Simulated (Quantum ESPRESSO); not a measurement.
CoO: equation of state with PBE

CoO:

```
Co O
1.0
     1.50547    0.86918    2.43993
    -1.50547    0.86918    2.43993
     0.00000   -1.73837    2.43993
Co O
1 1
Direct
  0.00000 0.00000 0.00000
  0.50000 0.50000 0.50000
```

The cell is a database's computed one.

```yaml
Program: Quantum ESPRESSO 7.5
Task: equation of state
Functional: PBE
Potentials_or_basis: SSSP 1.3 efficiency PBE
Cutoff: 748 eV
Density_cutoff: 5987 eV
k_mesh: 11 × 11 × 11
Occupations: fermi-dirac, width 0.05 eV
Spin: collinear spin, ferromagnetic start
Starting_moments: "[2.0, 0.0] μB"
```

| Item | Value |
| --- | --- |
| Equilibrium volume | 9.60 Å³/atom |
| Bulk modulus at fixed shape and positions | 180 GPa |
| Pressure derivative of the bulk modulus | 2.7 (rough: it moves with the points fitted) |

Energy against volume, from the lowest point:
```tsv
volume (Å³/atom)	energy (meV/atom)
9.003	22.40
9.195	10.09
9.387	2.72
9.578	0.00
9.770	1.68
9.961	7.39
10.153	16.75
```

All runs of the series together: 8.1 min on 2 threads of Intel(R) Xeon(R) Platinum 8375C CPU @ 2.90GHz (Ice Lake), with other jobs on the host.

Caveat: the fit is doubtful: noisy points or a state that changes with volume; the cell was scaled at fixed shape and fractional positions, which overstates the stiffness of a crystal with free parameters, most of all of layers and chains.
